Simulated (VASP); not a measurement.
# PbSe: convergence, self-consistent run

PbSe, Cm (no. 8), 4 atoms in the cell. RPBE; PAW potentials Pb_d, Se (PBE set). VASP 6.6.1. The cell is changed on purpose: last atom moved by 0.05 Å along z, cell strained by +1.0% along z.

Wanted: energy within 10 meV/atom; forces within 0.05 eV/Å.

What the run is for: forces; Accuracy asked: screening.

POSCAR:
```
PbSe
1.0
    0.0000000000     12.0007990000      3.1566964200
    3.1181510000      0.0000000000      3.1566964200
    3.1181510000     12.0007990000      0.0000000000
Pb Se
2 2
Direct
    0.8052670000      0.1907300000      0.8092700000
    0.1907300000      0.8052670000      0.1947330000
    0.2955810000      0.6744230000      0.3255770000
    0.6824218700      0.3035798700      0.6964201300
```

The series start from Plane-wave cutoff (eV): 310; k-point mesh: 5 × 5 × 5; Precision mode (PREC): Accurate; Electronic threshold (eV): 1e-6; Bands in all (NBANDS): 32; Aspherical gradient terms in the spheres (LASPH): yes; Electronic algorithm: ALGO=Normal; Delay and inner steps: defaults; Use of symmetry (ISYM): defaults. Each series keeps the choices made before it, and each single choice may use up half of a tolerance.

## Plane-wave cutoff (eV)

| Plane-wave cutoff (eV) | Energy less reference (meV/atom) | Forces, largest deviation (eV/Å) | SCF iterations | Time (s) |
|---|---|---|---|---|
| 190 | 130 | 0.029 | 18 | 24 |
| 240 | 4 | 0.003 | 17 | 40 |
| 280 | 3 | 0.001 | 17 | 48 |
| 310 | 2 | 0.001 | 17 | 60 |
| 360 | 1 | 0.001 | 17 | 73 |
| 420 | 0 | 0.000 | 17 | 88 |
| 500 | 0 | 0.001 | 17 | 118 |
| 620 (reference) | 0 | 0.000 | 17 | 206 |

## k-point mesh

| k-point mesh | Energy less reference (meV/atom) | Forces, largest deviation (eV/Å) | SCF iterations | Time (s) |
|---|---|---|---|---|
| 2 × 2 × 2 | 228 | 0.724 | 17 | 7.6 |
| 3 × 3 × 3 | -22 | 0.154 | 17 | 19 |
| 4 × 4 × 4 | -1 | 0.053 | 17 | 26 |
| 5 × 5 × 5 | 0 | 0.016 | 17 | 40 |
| 7 × 7 × 7 | 0 | 0.001 | 17 | 82 |
| 8 × 8 × 8 | 0 | 0.001 | 17 | 115 |
| 10 × 10 × 10 (reference) | 0 | 0.000 | 17 | 194 |

## Precision mode (PREC)

| Precision mode (PREC) | Energy less reference (meV/atom) | Forces, largest deviation (eV/Å) | SCF iterations | Time (s) |
|---|---|---|---|---|
| Low | -1 | 0.013 | 17 | 13 |
| SingleN | -19 | 0.014 | 17 | 12 |
| Normal | -1 | 0.003 | 17 | 14 |
| Accurate (reference) | 0 | 0.000 | 17 | 40 |

## Electronic threshold (eV)

| Electronic threshold (eV) | Energy less reference (meV/atom) | Forces, largest deviation (eV/Å) | SCF iterations | Time (s) |
|---|---|---|---|---|
| 0.001 | 1 | 0.010 | 11 | 9.5 |
| 0.0001 | 0 | 0.000 | 15 | 12 |
| 1e-5 | 0 | 0.000 | 16 | 13 |
| 1e-6 | 0 | 0.000 | 17 | 14 |
| 1e-7 | 0 | 0.000 | 18 | 15 |
| 1e-8 (reference) | 0 | 0.000 | 22 | 18 |

## Bands in all (NBANDS)

| Bands in all (NBANDS) | Energy less reference (meV/atom) | Forces, largest deviation (eV/Å) | SCF iterations | Time (s) |
|---|---|---|---|---|
| 21 | 0 | 0.009 | 12 | 7.5 |
| 22 | -1 | 0.007 | 13 | 8.4 |
| 24 | 0 | 0.005 | 11 | 7.7 |
| 26 | 0 | 0.006 | 11 | 8.2 |
| 32 | 0 | 0.002 | 11 | 9.5 |
| 44 (reference) | 0 | 0.000 | 11 | 12 |

## Aspherical gradient terms in the spheres (LASPH)

| Aspherical gradient terms in the spheres (LASPH) | Energy less reference (meV/atom) | Forces, largest deviation (eV/Å) | SCF iterations | Time (s) |
|---|---|---|---|---|
| yes | 0 | 0.000 | 12 | 7.5 |
| no | 0 | 0.003 | 12 | 6.9 |

## Electronic algorithm

| Electronic algorithm | Energy less reference (meV/atom) | Forces, largest deviation (eV/Å) | SCF iterations | Time (s) |
|---|---|---|---|---|
| ALGO=Normal | 0 | 0.000 | 12 | 7.5 |
| ALGO=Fast | 0 | 0.006 | 14 | 8.9 |
| ALGO=VeryFast | 217 | 0.188 | 26 | 12 |
| ALGO=All ISEARCH=1 | 0 | 0.041 | 13 | 8.9 |
| ALGO=All ISEARCH=0 | 0 | 0.041 | 13 | 8.7 |
| ALGO=Damped TIME=0.4 | 0 | 0.006 | 26 | 12 |
| ALGO=Damped TIME=0.1 | 0 | 0.010 | 45 | 19 |

## Delay and inner steps

| Delay and inner steps | Energy less reference (meV/atom) | Forces, largest deviation (eV/Å) | SCF iterations | Time (s) |
|---|---|---|---|---|
| defaults | 0 | 0.000 | 12 | 7.5 |
| NELMDL=-2 | 0 | 0.003 | 10 | 7.0 |
| NELMDL=-8 | 0 | 0.000 | 15 | 8.2 |
| NELMDL=-12 | 0 | 0.000 | 19 | 11 |
| NRMM=2 | 0 | 0.004 | 14 | 8.9 |
| NRMM=6 | 0 | 0.001 | 12 | 8.4 |
| WEIMIN=0.001 | 0 | 0.000 | 12 | 8.5 |

## Use of symmetry (ISYM)

| Use of symmetry (ISYM) | Energy less reference (meV/atom) | Forces, largest deviation (eV/Å) | SCF iterations | Time (s) |
|---|---|---|---|---|
| defaults | 0 | 0.000 | 12 | 7.5 |
| ISYM=1 | 0 | 0.001 | 12 | 8.3 |
| ISYM=0 | 0 | 0.002 | 12 | 12 |
| ISYM=-1 | 0 | 0.002 | 12 | 21 |

## Question

The rows run from the loosest to the tightest (no order: aspherical gradient terms in the spheres, electronic algorithm, delay and inner steps, use of symmetry). For each series: choose the loosest value from which every tighter one stays within half of the tolerance; where there is no order, keep the first row unless others stay within half of the tolerance and take at least 30 % less time, and then take the fastest.

## Answer

- Plane-wave cutoff (eV): 240
- k-point mesh: 5 × 5 × 5
- Precision mode (PREC): Normal
- Electronic threshold (eV): 0.001
- Bands in all (NBANDS): 21
- Aspherical gradient terms in the spheres (LASPH): yes
- Electronic algorithm: ALGO=Normal
- Delay and inner steps: defaults
- Use of symmetry (ISYM): defaults

## All choices together

| Input | Energy less reference (meV/atom) | Forces, largest deviation (eV/Å) | Time (s) |
|---|---|---|---|
| the program's defaults (naive) | -18 | 0.164 | 6.1 |
| chosen settings | 4 | 0.021 | 7.5 |
| reference settings throughout | 0 | 0.000 | 1496 |

The tolerance is met.

## The input

INCAR:
```
  GGA = RP
  ISMEAR = 0
  SIGMA = 0.03
  LWAVE = F
  LCHARG = F
  ISIF = 2
  PREC = Normal
  LASPH = T
  LREAL = F
  ALGO = Normal
  EDIFF = 0.001
  NELM = 120
  GGA_COMPAT = F
  ENCUT = 240
  EFERMI = MIDGAP
  KPAR = 8
  NBANDS = 21
```

KPOINTS:
```
Automatic mesh
0
Gamma
  5 5 5
  0 0 0
```

Commands:
```
cat potpaw_PBE.64/Pb_d/POTCAR potpaw_PBE.64/Se/POTCAR > POTCAR
mpirun -np 8 vasp_std > vasp.out
```

The chosen input took VASP 6.6.1 7.5 s on 8 cores (AMD EPYC 7R13 (Zen 3)), a shared host.

## An input that fails: too few electronic steps

The electronic loop stops at its limit of 5 steps.

Changes against the starting input:
```
- NELM = 120
+ NELM = 5
```
